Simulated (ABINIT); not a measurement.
# BN (F-43m) in ABINIT: a series of runs, part 2 of 2

ABINIT 10.8.3 (patched build). Earlier steps stand in the parts before.

### Step 4. Band structure, r2SCAN

run.abi

```
ndtset 2

pp_dirpath "./"
pseudos "N.GGA_PBE-JTH.xml, B.GGA_PBE-JTH.xml"

acell 3*1.0
rprim
     0.0000000000     3.4260753537     3.4260753537
     3.4260753537     0.0000000000     3.4260753537
     3.4260753537     3.4260753537     0.0000000000
ntypat 2
znucl 7 5
natom 2
typat 1 2
xcart
     0.9065005000     0.9065005000     0.9065005000
     0.0000000000     0.0000000000     0.0000000000 Angstrom

ecut 843.552974 eV
pawecutdg 53.0

ixc -497498
usekden 1
pawxcdev 0

occopt 3
tsmear 0.05 eV

nstep 100

iomode 3
prtwf 0
prteig 0
prtebands 0
enunit 1
prtden1 1
prtkden1 1

kptopt1 1
ngkpt1 13 13 13
nshiftk1 1
shiftk1 0.0 0.0 0.0
nband1 8
tolvrs1 1.0e-7

iscf2 -2
getden2 1
getkden2 1
nband2 14
nbdbuf2 4
tolwfr2 1.0e-11
kptopt2 -9
ndivsm2 8
prteig2 1
kptbounds2
     0.0000000000     0.0000000000     0.0000000000
     0.5000000000     0.0000000000     0.5000000000
     0.5000000000     0.2500000000     0.7500000000
     0.3750000000     0.3750000000     0.7500000000
     0.0000000000     0.0000000000     0.0000000000
     0.5000000000     0.5000000000     0.5000000000
     0.6250000000     0.2500000000     0.6250000000
     0.5000000000     0.2500000000     0.7500000000
     0.5000000000     0.5000000000     0.5000000000
     0.3750000000     0.3750000000     0.7500000000
```

The run is started by

```
> abinit run.abi > log 2>&1
```

It took 1.9 min on 1 thread of Arm Neoverse V1, shared host; peak memory 0.12 GiB.

Results (log left out):

```
Free energy                                           : -343.2747 eV
Pressure                                              : -2.6 GPa
Band gap on the k mesh                                : 5.02 eV, indirect (least direct gap 9.46 eV)
Band gap along the path                               : 4.95 eV, indirect (least direct gap 9.46 eV)
Valence electrons inside the program's atomic spheres : N 2.72; B 2.02
```

Levels at the corners of the path, in eV from the valence-band top:
| point | band 1 | band 2 | band 3 | band 4 | band 5 | band 6 | band 7 | band 8 | band 9 |
| --- | --- | --- | --- | --- | --- | --- | --- | --- | --- |
| Γ | -21.21 | 0.00 | 0.00 | 0.00 | 9.46 | 9.46 | 9.46 | 10.86 | 25.92 |
| X | -15.54 | -9.28 | -5.05 | -5.05 | 4.95 | 9.72 | 19.09 | 19.09 | 22.01 |
| W | -15.25 | -7.95 | -7.14 | -6.63 | 10.28 | 14.12 | 15.36 | 15.39 | 20.52 |
| K | -15.47 | -8.48 | -7.83 | -4.20 | 7.45 | 13.56 | 16.83 | 17.73 | 19.74 |
| Γ | -21.21 | 0.00 | 0.00 | 0.00 | 9.46 | 9.46 | 9.46 | 10.86 | 25.92 |
| L | -16.95 | -11.01 | -2.00 | -2.00 | 10.62 | 11.40 | 11.40 | 16.29 | 24.72 |
| U | -15.47 | -8.48 | -7.83 | -4.20 | 7.45 | 13.56 | 16.83 | 17.73 | 19.74 |
| W | -15.25 | -7.95 | -7.14 | -6.63 | 10.28 | 14.12 | 15.36 | 15.39 | 20.52 |
| L | -16.95 | -11.01 | -2.00 | -2.00 | 10.62 | 11.40 | 11.40 | 16.29 | 24.72 |
| K | -15.47 | -8.48 | -7.83 | -4.20 | 7.45 | 13.56 | 16.83 | 17.73 | 19.74 |

Caveat: totals of a meta-GGA on PAW files have another zero than those of a GGA; the PAW data sets were made with another functional, which shifts forces and pressure a little.

### Step 5. Band structure, SCAN

run.abi: that of step 4 with these lines changed.

```diff
@@ -21,3 +21,3 @@
 
-ixc -497498
+ixc -263267
 usekden 1
```

Potentials or basis: JTH PAW PBE v2.0.

The run is started by

```
> abinit run.abi > log 2>&1
```

run.abo:

```text
.Version 10.8.3 of ABINIT
 DATASET    1 : space group F-4 3 m (#216); Bravais cF (face-center cubic)
================================================================================
 Values of the parameters that define the memory need for DATASET  1.
     intxc =       0    ionmov =       0      iscf =      17    lmnmax =       8
     lnmax =       4     mgfft =      27  mpssoang =       2    mqgrid =    3001
     natom =       2  nloc_mem =       2    nspden =       1   nspinor =       1
    nsppol =       1      nsym =      24    n1xccc =       1    ntypat =       2
    occopt =       3   xclevel =       2
       mpw =         676          nfft =       19683          nkpt =          84
 PAW method is used; the additional fine FFT grid is defined by:
   mgfftf=        32    nfftf =     32768
================================================================================
================================================================================

 DATASET    2 : space group F-4 3 m (#216); Bravais cF (face-center cubic)
================================================================================
 Values of the parameters that define the memory need for DATASET  2.
     intxc =       0    ionmov =       0      iscf =      -2    lmnmax =       8
     lnmax =       4     mgfft =      27  mpssoang =       2    mqgrid =    3001
     natom =       2  nloc_mem =       2    nspden =       1   nspinor =       1
    nsppol =       1      nsym =      24    n1xccc =       1    ntypat =       2
    occopt =       3   xclevel =       2
       mpw =         684          nfft =       19683          nkpt =         139
 PAW method is used; the additional fine FFT grid is defined by:
[... 1604 lines left out ...]
  28.41824   35.50172   36.46569   42.88438   48.83990   51.58218
 kpt# 136, nband= 14, wtk=  1.00000, kpt=  0.4018  0.4018  0.6964 (reduced coord)
  -7.42825   -0.80629    1.43852    4.60238   16.53580   23.10384   23.98677   24.97766
  28.11986   35.63328   36.47646   43.81513   49.26220   51.49266
 kpt# 137, nband= 14, wtk=  1.00000, kpt=  0.3929  0.3929  0.7143 (reduced coord)
  -7.29294   -0.49365    0.96075    4.43134   16.26413   22.79915   24.43634   25.40433
  27.94035   35.86885   36.47394   44.56415   49.56823   51.52361
 kpt# 138, nband= 14, wtk=  1.00000, kpt=  0.3839  0.3839  0.7321 (reduced coord)
  -7.18844   -0.20739    0.59711    4.28035   16.01715   22.38196   24.82164   25.79646
  27.91055   36.21620   36.45775   45.03497   49.71911   51.81072
 kpt# 139, nband= 14, wtk=  1.00000, kpt=  0.3750  0.3750  0.7500 (reduced coord)
  -7.12968   -0.11277    0.52916    4.15208   15.79559   21.92657   25.13206   26.03659
  28.06609   36.43009   36.67651   45.20917   49.68115   52.28023

== END DATASET(S) ==============================================================
================================================================================

 -outvars: echo values of variables after computation  --------
            acell      1.0000000000E+00  1.0000000000E+00  1.0000000000E+00 Bohr
           etotal1    -1.2643453716E+01
            fcart1    -1.5718540576E-28 -1.5718540576E-28  4.7155621728E-28
                       1.5718540576E-28  1.5718540576E-28 -4.7155621728E-28
            rprim      0.0000000000E+00  3.4260753537E+00  3.4260753537E+00
                       3.4260753537E+00  0.0000000000E+00  3.4260753537E+00
                       3.4260753537E+00  3.4260753537E+00  0.0000000000E+00
           strten1     1.5448028198E-04  1.5448028198E-04  1.5448028198E-04
                       0.0000000000E+00  0.0000000000E+00  0.0000000000E+00
           xangst      9.0650050000E-01  9.0650050000E-01  9.0650050000E-01
                       6.0774285567E-10  6.0774285567E-10  6.0774285567E-10
             xred      2.5000000017E-01  2.5000000017E-01  2.5000000017E-01
                       1.6760687283E-10  1.6760687283E-10  1.6760687283E-10
 Calculation completed.
```

Wall time 1.8 min (1 thread of Arm Neoverse V1, shared host); peak memory 0.12 GiB.

What came out:

| Quantity | Value |
| --- | --- |
| Free energy | -344.0459 eV |
| Pressure | -4.5 GPa |
| Band gap on the k mesh | 5.01 eV, indirect (least direct gap 9.43 eV) |
| Band gap along the path | 4.93 eV, indirect (least direct gap 9.43 eV) |
| Valence electrons inside the program's atomic spheres | N 2.72; B 2.03 |

Levels at the corners of the path, in eV from the valence-band top:
| point | band 1 | band 2 | band 3 | band 4 | band 5 | band 6 | band 7 | band 8 |
| --- | --- | --- | --- | --- | --- | --- | --- | --- |
| Γ | -21.19 | 0.00 | 0.00 | 0.00 | 9.43 | 9.43 | 9.43 | 10.87 |
| X | -15.55 | -9.26 | -5.05 | -5.05 | 4.93 | 9.76 | 19.04 | 19.04 |
| W | -15.26 | -7.94 | -7.13 | -6.63 | 10.27 | 14.07 | 15.37 | 15.38 |
| K | -15.48 | -8.46 | -7.82 | -4.20 | 7.44 | 13.58 | 16.78 | 17.69 |
| Γ | -21.19 | 0.00 | 0.00 | 0.00 | 9.43 | 9.43 | 9.43 | 10.87 |
| L | -16.95 | -11.00 | -2.00 | -2.00 | 10.62 | 11.37 | 11.37 | 16.26 |
| U | -15.48 | -8.46 | -7.82 | -4.20 | 7.44 | 13.58 | 16.78 | 17.69 |
| W | -15.26 | -7.94 | -7.13 | -6.63 | 10.27 | 14.07 | 15.37 | 15.38 |
| L | -16.95 | -11.00 | -2.00 | -2.00 | 10.62 | 11.37 | 11.37 | 16.26 |
| K | -15.48 | -8.46 | -7.82 | -4.20 | 7.44 | 13.58 | 16.78 | 17.69 |

Caveat: totals of a meta-GGA on PAW files have another zero than those of a GGA; the PAW data sets were made with another functional, which shifts forces and pressure a little.

### Step 6. The runs side by side

```csv
level,gap on the mesh (eV),pressure (GPa)
BLYP,4.93,5.8
AM05,4.35,-6.8
r2SCAN,5.02,-2.6
SCAN,5.01,-4.5
```

Alike in all rows: task band structure; potentials or basis JTH PAW PBE v2.0; no spin polarisation; cell as given; k mesh 13 × 13 × 13; cutoff (eV) 844; smearing fermi-dirac 0.05 eV.

On the cell as given the gap runs from 4.28 eV (AM05) to 4.95 eV (r2SCAN). The pressure there spans -6.8 GPa (AM05) to 5.8 GPa (BLYP); a positive pressure means that this level wants a larger cell, a negative one a smaller.

Caveats: the PAW data sets were made with another functional, which shifts forces and pressure a little; totals of a meta-GGA on PAW files have another zero than those of a GGA (some runs).

Absolute energies hang on the potentials; compare differences alone.

### Step 7. Comparison with measurements

Step 2. A measured gap of BN is 6.4 eV (indirect; 300 K; a printed reference work, monograph); the calculated 4.86 eV misses it by -1.54 eV. The value is that of BLYP, without temperature or zero-point motion. Semilocal functionals fall short of measured gaps as a rule. The cell is a database's relaxed one, not the measured one, which moves gaps too.

Step 3. Against the measured gap of BN, 6.4 eV (indirect; 300 K; a printed reference work, monograph), the calculated 4.28 eV is off by -2.12 eV. The value is that of AM05, without temperature or zero-point motion. Semilocal functionals fall short of measured gaps as a rule. The cell is a database's relaxed one, not the measured one, which moves gaps too.

Step 4. Against the measured gap of BN, 6.4 eV (indirect; 300 K; a printed reference work, monograph), the calculated 4.95 eV is off by -1.45 eV. The value is that of r2SCAN, without temperature or zero-point motion. The cell is a database's relaxed one, not the measured one, which moves gaps too.

Step 5. Against the measured gap of BN, 6.4 eV (indirect; 300 K; a printed reference work, monograph), the calculated 4.93 eV is off by -1.47 eV. The value is that of SCAN, without temperature or zero-point motion. The cell is a database's relaxed one, not the measured one, which moves gaps too.
